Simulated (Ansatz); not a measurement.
A run of Ansatz 0.2.0:

File input.yaml:

```yaml
crystal:
  lattice:
    - [1.4122699173, 0.8153744169, 5.9393891094]
    - [-1.4122699173, 0.8153744169, 5.9393891094]
    - [0.0, -1.6307488338, 5.9393891094]
  atoms:
    - { symbol: Pt, position: [0.0, 0.0, 0.0] }
    - { symbol: Co, position: [0.5, 0.5, 0.5] }
    - { symbol: O, position: [0.11224403, 0.11224403, 0.11224403] }
    - { symbol: O, position: [0.88775597, 0.88775597, 0.88775597] }
hamiltonian:
  xc: pbesol
  pseudopotentials: { kind: paw }
kpoints:
  mp_grid: { grid: [11, 11, 11] }
scf:
  occupations: { method: fermi_dirac, width: 0.05 }
output:
  forces: true
  stress: true
  eigenvalues: true
```

Potentials or basis: Ansatz PAW.

The run is started by

```console
$ ansatz run input.yaml --threads 2 --pin off --max-ram 5632MiB --backend cpu --events-out ev --progress --plain --runs-dir out
```

Hardware: 2 threads of AMD EPYC 7R43 64-Core Processor (Zen 3) (shared host).

**Question.** How long does it take, and how much memory?

**Answer.** Wall time 3.1 s on 2 threads of AMD EPYC 7R43 64-Core Processor (Zen 3), on a shared host, peak memory 0.48 GiB. Counts: scf iterations 6, plane waves 805, k points 146, bands 29.
